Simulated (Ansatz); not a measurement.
# BiTe: the cost of one run

Program: Ansatz 0.2.0. Level of theory: DFT PBE, scalar-relativistic, plane waves, PAW. These are calculated values, not measurements.

4 further runs of the same task are left out: 4 set aside as unsound or not needed.

## (1) The starting structure

Symmetry: Fm-3m, No. 225, cubic system. The conventional cell has a = 6.502 Å, b = 6.502 Å, c = 6.502 Å, α = 90.00°, β = 90.00°, γ = 90.00°. Bi (site symmetry m-3m) is surrounded by 6 Te at 3.25 Å. Around Te (site symmetry m-3m) lie 6 Bi at 3.25 Å.

As a file:

```
CELL_PARAMETERS angstrom
6.50239 0.00000 0.00000
0.00000 -6.50239 0.00000
0.00000 0.00000 -6.50239
ATOMIC_POSITIONS crystal
Bi 0.00000 0.00000 0.00000
Bi 0.50000 0.50000 0.00000
Bi 0.50000 0.00000 0.50000
Bi 0.00000 0.50000 0.50000
Te 0.50000 0.00000 0.00000
Te 0.00000 0.50000 0.00000
Te 0.00000 0.00000 0.50000
Te 0.50000 0.50000 0.50000
```

It is built from the cell relaxed beforehand with the same method (34.37 Å³/atom).

## (2) The undisturbed cell

Contents of input.yaml:

```yaml
crystal:
  lattice:
    - [6.5023883237, 0.0, 0.0]
    - [0.0, -6.5023883237, 0.0]
    - [0.0, 0.0, -6.5023883237]
  atoms:
    - { symbol: Bi, position: [0.0, 1.0, 1.0] }
    - { symbol: Bi, position: [0.5, 0.5, 1.0] }
    - { symbol: Bi, position: [0.5, 1.0, 0.5] }
    - { symbol: Bi, position: [0.0, 0.5, 0.5] }
    - { symbol: Te, position: [0.5, 0.0, 0.0] }
    - { symbol: Te, position: [0.0, 0.5, 0.0] }
    - { symbol: Te, position: [0.0, 0.0, 0.5] }
    - { symbol: Te, position: [0.5, 0.5, 0.5] }
basis:
  ecutwfc: 420
kpoints:
  mp_grid: { grid: [10, 10, 10] }
hamiltonian:
  xc: pbe
scf:
  occupations: { method: gaussian, width: 0.15 }
output:
  forces: true
  stress: true
  eigenvalues: true
  write_density: true
  write_potential: true
  elf: true
  volumetric_format: npy
```

On the command line:

```console
$ ansatz run input.yaml --threads 1 --pin off --max-ram 2560MiB --backend cpu --events-out ev --progress --plain --runs-dir out
```

What time and memory should one allow on 1 thread of Intel Xeon 6975P-C (Granite Rapids), shared host?

About 41 s, with a peak of 1 GiB.
